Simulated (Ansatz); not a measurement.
Input and command of a calculation in Ansatz (plane waves; scalar-relativistic PAW potentials unless the input names others):

```yaml
crystal:
  lattice:
    - [2.7200402942, 0.0, 0.0]
    - [-1.3600201471, 2.3556239941, 0.0]
    - [0.0, 0.0, 4.2968853596]
  atoms:
    - { symbol: Ru, position: [0.6666666667, 0.3333333333, 0.75] }
    - { symbol: Ru, position: [0.3333333333, 0.6666666667, 0.25] }
basis:
  ecutwfc: 420
kpoints:
  mp_grid: { grid: [18, 18, 10] }
hamiltonian:
  xc: pbe
scf:
  occupations: { method: methfessel_paxton, width: 0.3 }
output:
  forces: true
  eigenvalues: true
  stress: true
```

```bash
ansatz run input.yaml --threads 1 --pin off --max-ram 2560MiB --backend cpu --events-out ev --progress --plain --runs-dir out
```

Abridged log:
```
Basis set: ecut = 420 eV, 537 PW (Γ), exchange–correlation on 40×40×60 points (8 copies of the dense FFT grid, shifted against one another)
Bands: 20, of which v1, the nominal top of the filled ones, is band 16 counted from 1 (15 counted from 0)
Symmetry: 24 space group operations
k-points: 222 of 3240
SCF iter   1: F=—  HF=-11757.373584 eV  |F-HF|=—  |Δ(HF+E_count)|=         —  Δρ=6.40e-3  dr2=2.23e-3  ethr=1.77e-3  ⟨swp⟩=4.9  Hψ=39147  notcnv=0
automatic band count: the SCF goes on with 24 bands, as 20 were too few: the levels above may hold too much charge
SCF iter   2: F=—  HF=-11757.375684 eV  |F-HF|=—  |Δ(HF+E_count)|=   2.10e-3  S|Δr|=    0.00e0  Δρ=3.75e-3  dr2=8.03e-4  ethr=6.96e-6  ⟨swp⟩=2.0  Hψ=9305  notcnv=0
SCF iter   3: F=—  HF=-11757.376801 eV  |F-HF|=—  |Δ(HF+E_count)|=   1.12e-3  S|Δr|=    0.00e0  Δρ=2.86e-4  dr2=7.37e-6  ethr=2.51e-6  ⟨swp⟩=2.2  Hψ=7079  notcnv=0
SCF iter   4: F=—  HF=-11757.376766 eV  |F-HF|=—  |Δ(HF+E_count)|=   3.48e-5  S|Δr|=    0.00e0  Δρ=1.19e-4  dr2=7.14e-7  ethr=2.30e-8  ⟨swp⟩=2.0  Hψ=8614  notcnv=0
SCF iter   5: F=-11757.376768 eV  HF=-11757.376767 eV  |F-HF|=1.29e-7  |Δ(HF+E_count)|=   1.04e-6  S|Δr|=    0.00e0  Δρ=3.82e-5  dr2=4.98e-8  ethr=3.13e-10  ⟨swp⟩=6.9  Hψ=23010  notcnv=0
SCF 1 converged in 5 iterations: F = -11757.376768 eV  dr2 = 4.98e-8
SCF converged after 5 iterations
Stability not checked: this state was not tested for a lower state beside it, because cold or Methfessel-Paxton smearing, or corrected tetrahedra, fill the levels in a way that the test cannot read (fill_not_monotonic; see scf.lower_state_search)
Free energy (F): -11757.376768 eV
Harris-Foulkes:  -11757.376767 eV  (|F-HF|=1.29e-7)
Internal energy: -11757.376388 eV  (E = F + TS)
E sigma→0 (E₀):  -11757.376673 eV
Entropy (-TS):   -0.000379 eV (-0.190 meV/atom)
Fermi energy:    23.132501 eV
--- Forces (eV/Å), atoms counted from 1 ---
  atom   1  Ru     0.00000000     0.00000000     0.00000000
  atom   2  Ru     0.00000000     0.00000000     0.00000000
--- Stress (GPa, compression-positive) ---
        0.015425       0.000000       0.000000
        0.000000       0.015425       0.000000
        0.000000       0.000000      -0.226453
  P = ⅓ Tr σ = -0.0652 GPa (-0.652 kbar)
```

Apart from outputs, empty bands and the relaxation, which only the reference makes, the input differs from a reference run on usual settings in scf.occupations.method: "gaussian" → "methfessel_paxton"; scf.occupations.width: 0.1 → 0.3. The reference, at the same geometry, ended its own course with pressure -0.02 GPa, largest force 0.000 eV/Å, no gap on the mesh. This run converged in 5 SCF iterations with an energy at zero smearing 0.50 meV/atom below the reference's, pressure -0.07 GPa, largest force 0.000 eV/Å, no gap on the mesh. Its smearing width is looser than usual, yet energy, pressure and forces hardly moved.

Time: 5.8 s on 1 thread of Arm Neoverse V2, on a shared host, peak memory 0.37 GiB.